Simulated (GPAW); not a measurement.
# GaSb (F-43m) in GPAW: a series of runs

The runs below take GaSb through single point, relaxation of cell and atoms, with PBE.

All numbers are computed with GPAW 26.7.0; they aren't measurements. Logs are shortened: lines on timing, memory, paths and dates and some standing lists are left out, and cuts for length are marked. The log counts tension as positive stress, the text compression.

**Experimental background.**

From a printed reference work, data compilation, for a bulk crystal of GaSb at 4.2 K: band gap 0.811 eV (direct).

The results are compared with them further down.

### 1 The crystal as given

The structure is cubic, space group F-43m (No. 216). The conventional cell has a = 6.118 Å, b = 6.118 Å, c = 6.118 Å, α = 90.00°, β = 90.00°, γ = 90.00°. Around Sb (site symmetry -43m) lie 4 Ga at 2.65 Å. Ga (site symmetry -43m) is surrounded by 4 Sb at 2.65 Å.

### 2 Single point, PBE

run.py

```python
from ase import Atoms
from ase.dft.bandgap import bandgap
from ase.io import write
from ase.units import GPa
from gpaw import GPAW, PW

atoms = Atoms(['Sb', 'Ga'],
              cell=[[0.0, 3.059, 3.059],
                    [3.059, 0.0, 3.059],
                    [3.059, 3.059, 0.0]],
              scaled_positions=[[0.75, 0.75, 0.75],
                                [0.0, 0.0, 0.0]],
              pbc=True)

calc = GPAW(mode=PW(600),
            xc='PBE',
            kpts={'size': (8, 8, 8), 'gamma': True},
            occupations={'name': 'fermi-dirac', 'width': 0.05},
            nbands=18,
            convergence={'density': 1e-05, 'energy': 1e-05},
            maxiter=150,
            txt='gpaw.txt')
atoms.calc = calc
energy = atoms.get_potential_energy()
forces = atoms.get_forces()
stress = atoms.get_stress()
calc.write('gs.gpw')
write('result.traj', atoms)
print(f'Energy: {energy:.6f} eV')
print('Forces (eV/A):')
print(forces.round(4))
print('Stress (GPa):', (stress / GPa).round(3))
print('Fermi level:', round(calc.get_fermi_level(), 4), 'eV')
print(f'Gap: {bandgap(calc)[0]:.4f} eV, direct: {bandgap(calc, direct=True)[0]:.4f} eV')
```

Potentials or basis: GPAW PAW data sets (gpaw-data 1.2.1), pw.

Command:

```bash
OMP_NUM_THREADS=1 python run.py
```

gpaw.txt:

```text
__  _  _
 | _ |_)|_||  |
 |__||  | ||/\| - 26.7.0

Input parameters:
  mode=PW(ecut=600.0),
  convergence={'density': 1e-05, 'energy': 1e-05},
  kpts=MonkhorstPack(size=(8, 8, 8), gamma=True),
  maxiter=150,
  nbands=18,
  occupations=Occupations(name='fermi-dirac', width=0.05),
  xc=XC(name='PBE')

Diagonalizing LCAO Hamiltonian
Converting LCAO to pw mode

                     Sb

       Ga

Atoms  # Å, Bohr magnetons
|   | symbol |        x |        y |        z |    initial magnetic moments |
|---|--------|----------|----------|----------|-----------------------------|
| 0 |     Sb | 4.588500 | 4.588500 | 4.588500 | ( 0.0000,  0.0000,  0.0000) |
| 1 |     Ga | 0.000000 | 0.000000 | 0.000000 | ( 0.0000,  0.0000,  0.0000) |

Unit cell  # Å
| periodic |        x |        y |        z |  lengths |    angles |
|----------|----------|----------|----------|----------|-----------|
|      yes | 0.000000 | 3.059000 | 3.059000 | 4.326079 | 60.000000 |
|      yes | 3.059000 | 0.000000 | 3.059000 | 4.326079 | 60.000000 |
|      yes | 3.059000 | 3.059000 | 0.000000 | 4.326079 | 60.000000 |

Number of symmetries: 24
Symmetry operations  # r_c * U_cc + t_c -> r_c
|    | kind |            matrix            |
|----|------|------------------------------|
|  0 |  E   |  1, 0, 0,  0, 1, 0,  0, 0, 1 |
|  1 |  σ   |  1, 0, 0,  0, 0, 1,  0, 1, 0 |
|  2 |  σ   |  1, 0,-1,  0, 1,-1,  0, 0,-1 |
|  3 |  C3  |  1, 0,-1,  0, 0,-1,  0, 1,-1 |
|  4 |  C3  |  1,-1, 0,  0,-1, 1,  0,-1, 0 |
|  5 |  σ   |  1,-1, 0,  0,-1, 0,  0,-1, 1 |
|  6 |  σ   |  0, 1, 0,  1, 0, 0,  0, 0, 1 |
|  7 |  C3  |  0, 1, 0,  0, 0, 1,  1, 0, 0 |
|  8 |  C2  |  0, 1,-1,  1, 0,-1,  0, 0,-1 |
|  9 |  S4  |  0, 1,-1,  0, 0,-1,  1, 0,-1 |
| 10 |  C3  |  0, 0, 1,  1, 0, 0,  0, 1, 0 |
| 11 |  σ   |  0, 0, 1,  0, 1, 0,  1, 0, 0 |
| 12 |  S4  |  0, 0,-1,  1, 0,-1,  0, 1,-1 |
| 13 |  C3  |  0, 0,-1,  0, 1,-1,  1, 0,-1 |
| 14 |  S4  |  0,-1, 1,  1,-1, 0,  0,-1, 0 |
| 15 |  C2  |  0,-1, 1,  0,-1, 0,  1,-1, 0 |
| 16 |  C3  |  0,-1, 0,  1,-1, 0,  0,-1, 1 |
| 17 |  S4  |  0,-1, 0,  0,-1, 1,  1,-1, 0 |
| 18 |  S4  | -1, 1, 0, -1, 0, 1, -1, 0, 0 |
| 19 |  C3  | -1, 1, 0, -1, 0, 0, -1, 0, 1 |
| 20 |  C3  | -1, 0, 1, -1, 1, 0, -1, 0, 0 |
| 21 |  S4  | -1, 0, 1, -1, 0, 0, -1, 1, 0 |
| 22 |  σ   | -1, 0, 0, -1, 1, 0, -1, 0, 1 |
| 23 |  C2  | -1, 0, 0, -1, 0, 1, -1, 1, 0 |

BZ-sampling:
  Number of BZ points: 512
  Number of IBZ points: 29

  Monkhorst-Pack size: [8, 8, 8]
  Monkhorst-Pack shift: [0.0625, 0.0625, 0.0625]

K-points  # in reciprocal-cell coordinates
|     |                                coordinates |     weight |
|-----|--------------------------------------------|------------|
|   0 | (  0.00000000,   0.00000000,   0.00000000) | 0.00195312 |
|   1 | (  0.12500000,   0.12500000,   0.00000000) | 0.01171875 |
|   2 | (  0.12500000,   0.12500000,   0.12500000) | 0.01562500 |
|   3 | (  0.25000000,   0.12500000,   0.12500000) | 0.02343750 |
|   4 | (  0.25000000,   0.25000000,   0.00000000) | 0.01171875 |
|   5 | (  0.25000000,   0.25000000,   0.12500000) | 0.04687500 |
|   6 | (  0.25000000,   0.25000000,   0.25000000) | 0.01562500 |
|   7 | (  0.37500000,   0.25000000,  -0.37500000) | 0.04687500 |
|   8 | (  0.37500000,   0.25000000,   0.12500000) | 0.04687500 |
|   9 | (  0.37500000,   0.25000000,   0.25000000) | 0.04687500 |
| ... |                                            |            |
|  28 | (  0.50000000,   0.50000000,   0.50000000) | 0.00781250 |

Plane wave coefficients: 1926
Cutoff: 600.0 eV

Spin-components: 1 (collinear spins)
Bands:           18
Projectors:      11
Spin-degeneracy: 2
Datatype:        complex128

Parallelization:
  kpt:    1
  domain: 1
  band:   1

Density:
  Valence electrons: 18.0
  Components: 1
  Grid points: [25 25 25]
  Charge: 0.0  # |e|

Potential:
  Grid points: [25 25 25]

species:
  Sb:
    name:    Antimony
    Z:       51.0
    valence: 15
    core:    36
    charge:  0.0  # [|e|]
    compensation charges:
      type: gauss
      rc: 0.36  # [Å]
      lmax: 2
    cutoffs:
      filter: 2.23  # [Å]
      core: 2.23  # [Å]
    projectors
    | kind |    occ | energy [eV] | rcut [Å] |
    |------|--------|-------------|----------|
    |   5s |  2.000 |     -12.815 |    1.154 |
    |   5p |  3.000 |      -4.830 |    1.233 |
    |   4d | 10.000 |     -33.514 |    1.196 |
    |    s |        |      14.396 |    1.154 |
    |    p |        |      22.381 |    1.233 |
    |    d |        |      -6.303 |    1.196 |

    Using partial waves for Sb as LCAO basis

  Ga:
    name:    Gallium
    Z:       31.0
    valence: 3
    core:    28
    charge:  0.0  # [|e|]
    compensation charges:
      type: gauss
      rc: 0.37  # [Å]
      lmax: 2
    cutoffs:
      filter: 2.06  # [Å]
      core: 4.17  # [Å]
    projectors
    | kind |    occ | energy [eV] | rcut [Å] |
    |------|--------|-------------|----------|
    |   4s |  2.000 |      -8.945 |    1.164 |
    |   4p |  1.000 |      -2.580 |    1.164 |
    |    s |        |      18.266 |    1.164 |
    |    p |        |      24.631 |    1.164 |
    |    d |        |       0.000 |    1.164 |

    Using partial waves for Ga as LCAO basis

Reference energy: -229166.229777  # eV

eigensolver:
  PPCG
  Converge bands: occupied
  niter=2

density mixing:
  MSR1-Mixer
  Pratt-step length: 0.05
  Maximum mixing coefficient: 0.75
  Old densities: 10
  SVD Regularization: 0.005
  Good broyden scale: 1.0
  Trust region scale: 1.0
  Backstep threshold: 4.0
  History deletion threshold: 6.0
  Fourier metric: weight=20.0, sigma=0.015

occupation numbers:
  Fermi-Dirac:
    width: 0.0500  # eV

poisson solver:
  ecut: 4800.0  # eV

xc functional:
  name: PBE with 2 nearest neighbor stencil

convergence criteria:
[... 6 lines left out ...]
|iter     | |      energy | eigst |  dens |
|---------|-|-------------|-------|-------|
|iter:   1| |   -7.657340 | +0.20 |       |
|iter:   2| |   -7.660610 | -2.00 | -1.29 |
|iter:   3| |   -7.643947 | -2.47 | -1.31 |
|iter:   4| |   -7.645882 | -3.15 | -1.85 |
|iter:   5| |   -7.646244 | -4.24 | -2.59 |
|iter:   6| |   -7.646374 | -4.89 | -2.97 |
|iter:   7| |   -7.646374c| -6.67 | -4.14 |
|iter:   8| |   -7.646375c| -7.48c| -4.58 |
|iter:   9| |   -7.646375c| -8.34c| -5.42c|

Converged in 9 steps
Energy contributions relative to reference atoms: (reference = -229166.229777)

Energy contributions:
  Kinetic:          12.445352
  Coulomb:         -10.938870
  Zero:              0.192755
  External:          0.000000
  Xc:               -9.345397
  Entropy:          -0.000428
  Spinorbit:         0.000000
  ----------------------------
  Free energy:      -7.646589
  Extrapolated:     -7.646375

dipole moment: (-11.037210, -11.037210, -11.037210)  # |e|*Ang

Fermi level: 4.966
Eigenvalues  # (at kpt = [0.000, 0.000, 0.000])
| band index |      eig [eV] | occ [0-2] |
|------------|---------------|-----------|
|          0 |       -23.868 |     2.000 |
|          1 |       -23.868 |     2.000 |
|          2 |       -23.868 |     2.000 |
|          3 |       -23.852 |     2.000 |
|          4 |       -23.852 |     2.000 |
|          5 |        -6.562 |     2.000 |
|          6 |         4.879 |     1.698 |
|          7 |         4.879 |     1.698 |
|          8 |         4.879 |     1.698 |
|          9 |         4.971 |     0.947 |
|         10 |         7.698 |     0.000 |
|         11 |         7.698 |     0.000 |
|         12 |         7.698 |     0.000 |
|         13 |        10.732 |     0.000 |
|         14 |        13.607 |     0.000 |
|         15 |        13.607 |     0.000 |
|         16 |        14.424 |     0.000 |
|         17 |        14.424 |     0.000 |

Gap: 0.092 eV
Transition (v -> c):
  (s=0, k=0, n=8, [0.00, 0.00, 0.00]) -> (s=0, k=0, n=9, [0.00, 0.00, 0.00])
No difference between direct/indirect transitions

Forces  # eV/Ang
|       x |        y |        z |
|---------|----------|----------|
| 0.00000 | -0.00000 | -0.00000 |  # Sb   0
| 0.00000 |  0.00000 | -0.00000 |  # Ga   1

Stress tensor  # eV/Ang^3
|         x |         y |         z |
|-----------|-----------|-----------|
| -0.014652 |  0.000000 |  0.000000 |
|  0.000000 | -0.014652 |  0.000000 |
|  0.000000 |  0.000000 | -0.014652 |

# Writing to gs.gpw (mode='')
```

Wall time 13 s (1 thread of Arm Neoverse V2, shared host); peak memory 0.17 GiB.

Results:

```
Free energy            : -7.6466 eV
Pressure               : 2.3 GPa
Band gap on the k mesh : 0.09 eV, direct
```

Caveat: the density grid can change from cell to cell, which puts small steps into energies and stress; spin-orbit coupling is left out, which moves the levels of the heavy elements.

(Continued in part 2 of 2.)
